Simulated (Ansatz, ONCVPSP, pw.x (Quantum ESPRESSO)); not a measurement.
**What a changed setting does to a pw.x run (bcc Sr)**

Potential: optimised norm-conserving Vanderbilt (ONCV), ONCVPSP 4.0.1.1 (patched build), PBE; core [Ar] 3d10, reference 4s2 4p6 4d1 5s1; waves: 4s+5s: rc 2.10 bohr, ncon 4, nbas 8, qcut 7.5 1/bohr, 2 projectors; 4p: rc 2.45 bohr, ncon 4, nbas 9, qcut 6.6 1/bohr, 3 projectors, debl 2.1 Ha; 4d: rc 2.65 bohr, ncon 4, nbas 7, qcut 3.5 1/bohr, 1 projector; local part: polynomial inside 1.50 bohr (lpopt 3, dvloc0 1 Ha); core correction: Teter function, fcfact 5, rcfact 1.08.

The reference run (k-mesh 10³, cutoffs 55/220 Ry, Fermi–Dirac 0.01 Ry, mixing_beta 0.4, conv_thr 1e-9, no spin) gives 0.03 GPa at 54.586 Å³/atom, where all-electron LAPW gives 0.01 GPa. This run, with its own iteration cap, changes degauss to 0.002.

```
&control
  calculation='scf', prefix='x', pseudo_dir='./', outdir='./tmp', tstress=.true., disk_io='none'
/
&system
  ibrav=0, nat=1, ntyp=1, ecutwfc=55, ecutrho=220, nbnd=12,
  occupations='smearing', smearing='fd', degauss=0.002
/
&electrons
  conv_thr=1e-09, mixing_beta=0.4, electron_maxstep=50
/
ATOMIC_SPECIES
Sr 1.0 Sr.UPF
CELL_PARAMETERS angstrom
  -2.38968373 2.38968373 2.38968373
  2.38968373 -2.38968373 2.38968373
  2.38968373 2.38968373 -2.38968373
ATOMIC_POSITIONS crystal
Sr 0.0000 0.0000 0.0000
K_POINTS automatic
10 10 10 0 0 0
```

```bash
pw.x < Sr.scf.in > Sr.scf.out
```

Problem. How does the run end?

Solution. It converges in 8 iterations; the free energy moves by +37.3 meV/atom and the pressure by -0.18 GPa. In a metal, with Fermi–Dirac smearing, F lies below its zero-width value by a term in the square of the width.

```
Message from routine setup:
     using ibrav=0 with symmetry is DISCOURAGED, use correct ibrav instead
     lattice parameter (alat)  =       7.8217  a.u.
     unit-cell volume          =     368.3646 (a.u.)^3
     number of electrons       =        10.00
     number of Kohn-Sham states=           12
     kinetic-energy cutoff     =      55.0000  Ry
     charge density cutoff     =     220.0000  Ry
     scf convergence threshold =      1.0E-09
     Exchange-correlation= PBE
     number of k points=    47  Fermi-Dirac smearing, width (Ry)=  0.0020
     iteration #  1     ecut=    55.00 Ry     beta= 0.40
     total energy              =     -64.77679618 Ry
     estimated scf accuracy    <       0.01894720 Ry
     iteration #  2     ecut=    55.00 Ry     beta= 0.40
     total energy              =     -64.77597189 Ry
     estimated scf accuracy    <       0.00459534 Ry
     iteration #  3     ecut=    55.00 Ry     beta= 0.40
     total energy              =     -64.77642281 Ry
     estimated scf accuracy    <       0.00026924 Ry
     [... 2 iterations left out ...]
     iteration #  6     ecut=    55.00 Ry     beta= 0.40
     total energy              =     -64.77644680 Ry
     estimated scf accuracy    <          8.6E-09 Ry
     iteration #  7     ecut=    55.00 Ry     beta= 0.40
     total energy              =     -64.77644680 Ry
     estimated scf accuracy    <          1.6E-09 Ry
     iteration #  8     ecut=    55.00 Ry     beta= 0.40
     the Fermi energy is     5.1658 ev
!    total energy              =     -64.77644680 Ry
     estimated scf accuracy    <          2.5E-11 Ry
     smearing contrib. (-TS)   =      -0.00014367 Ry
     The total energy is F=E-TS. E is the sum of the following terms:
     one-electron contribution =     -26.67128762 Ry
     hartree contribution      =      14.17228475 Ry
     xc contribution           =     -11.98327755 Ry
     ewald contribution        =     -40.29402271 Ry
     convergence has been achieved in   8 iterations
          total   stress  (Ry/bohr**3)                   (kbar)     P=       -1.56
     Message from routine punch:
     Nothing written, as per user request (disk_io='none')
```

The run took about 20 s on one core of a shared host (Neoverse-V1, 32 threads, 247 GiB, load 30).
